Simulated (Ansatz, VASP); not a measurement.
## One calculation of AgCl, two programs

```
Ag Cl
1.0
     0.05546    2.80088    2.80088
     2.80088    0.05546    2.80088
     2.80088    2.80088    0.05546
Ag Cl
1 1
Cartesian
  2.8286 2.8286 2.8286
  0.0000 0.0000 0.0000
```

Change from the starting cell: equal xy, yz and zx shear strains of +2 %, crystal datasets.

Alike in both runs: task electric field gradients; functional PBEsol; k mesh 9 × 9 × 9; occupations fermi-dirac, width 0.01 eV; no spin polarisation.

|  | VASP | Ansatz |
| --- | --- | --- |
| version | VASP 6.6.1 | Ansatz 0.2.0 |
| potentials or method | VASP PAW PBE potentials, release 64 (Ag, Cl), cutoff 520 eV | all-electron PAW with datasets made for the crystal, scalar-relativistic |

```tsv
	VASP	Ansatz	Ansatz less VASP
gap on the k mesh at the Fermi level (eV)	0.75	0.75	+0.005
pressure (GPa)	-2.7	-2.6	+0.11
largest component of the traceless stress (GPa)	0.13	0.13	0.000
Vzz of the field gradient on the site that differs most (V/Å²)	9.1	9.2	+0.12
```

Ansatz ran all-electron here, so the differences hold the error of VASP's frozen core and of both bases. Ansatz warned: «gradients_without_spin_orbit».

Caveats: the PAW data sets were made with another functional, which shifts forces and pressure a little (VASP); an odd mesh through Γ misses points on the zone boundary, where band edges often lie.
